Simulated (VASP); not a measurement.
A run of VASP 6.6.1:

The input INCAR:

```
  PREC = Accurate
  ENCUT = 520
  EDIFF = 1E-7
  ISMEAR = 0
  SIGMA = 0.1
  LREAL = False
  LASPH = True
  NELM = 150
  ALGO = Normal
  ISIF = 3
  LWAVE = False
  LCHARG = False
  ISPIN = 2
  MAGMOM = 5 0
  LORBIT = 11
  LMAXMIX = 4
  LDAU = True
  LDAUTYPE = 2
  LDAUL = 2 -1
  LDAUU = 1.9 0
  LDAUJ = 0 0
  LDAUPRINT = 1
  GGA = PE
  IBRION = 2
  NSW = 80
  EDIFFG = -0.002
  PSTRESS = 120.0
```

The input KPOINTS:

```
Automatic mesh
0
Gamma
  14 14 14
```

The input POSCAR:

```
MnS                                     
1.0
    0.0000000000      2.4413964148      2.4413964148
    2.4413964148      0.0000000000      2.4413964148
    2.4413964148      2.4413964148      0.0000000000
  Mn              S             
     1     1
Direct
     0.0000000000000000    0.0000000000000000    0.0000000000000000
     0.5000000000000000    0.5000000000000000    0.5000000000000000
```

Potentials or basis: VASP PAW PBE potentials, release 64 (Mn_pv, S).

Run with:

```sh
$ cat potpaw_PBE.64/Mn_pv/POTCAR potpaw_PBE.64/S/POTCAR > POTCAR
$ mpirun -np 1 vasp_std > vasp.out
```

Hardware: 1 thread of Intel(R) Xeon(R) Platinum 8259CL CPU @ 2.50GHz (Skylake/Cascade Lake) (shared host).

How long does it take, and how much memory?

It took 9.6 min on 1 thread of Intel(R) Xeon(R) Platinum 8259CL CPU @ 2.50GHz (Skylake/Cascade Lake), with other jobs on the host, peak memory 0.23 GiB. Counts: scf iterations 87, k points 104, ion steps 19.
